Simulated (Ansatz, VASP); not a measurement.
**One calculation of Sb, two programs**

```
CELL_PARAMETERS angstrom
2.16161 1.24801 3.67967
-2.16161 1.24801 3.67967
0.00000 -2.49601 3.67967
ATOMIC_POSITIONS crystal
Sb 0.23615 0.23615 0.23615
Sb 0.76385 0.76385 0.76385
```

Alike in both runs: functional PBE; dispersion D3(BJ); k mesh 12 × 12 × 12; occupations gaussian, width 0.1 eV; no spin polarisation.

Ansatz relaxed the structure, and its values are those at the end. VASP's run is a single point on that final structure, the one shown.

|  | VASP | Ansatz |
| --- | --- | --- |
| version | VASP 6.6.1 | Ansatz 0.2.0 |
| potentials or method | VASP PAW PBE potentials, release 64 (Sb) | scalar-relativistic, plane waves, PAW |
| plane-wave cutoff (eV) | 520 | 420 |
| valence electrons in the cell | 10 | 30 |

```csv
,VASP,Ansatz,Ansatz less VASP
gap on the k mesh at the Fermi level (eV),none,none,-
pressure (GPa),0.1,0.0,-0.06
rms of the force components (eV/Å),0.025,0.003,-0.0219
```

A gap of «none» marks a metal or a gap that the smearing closes. The two sets of potentials don't hold the same shells in valence.

Caveats: pairwise dispersion overbinds metals, which lowers pressure and volume. Spin-orbit coupling is left out, which matters for the levels of Sb.
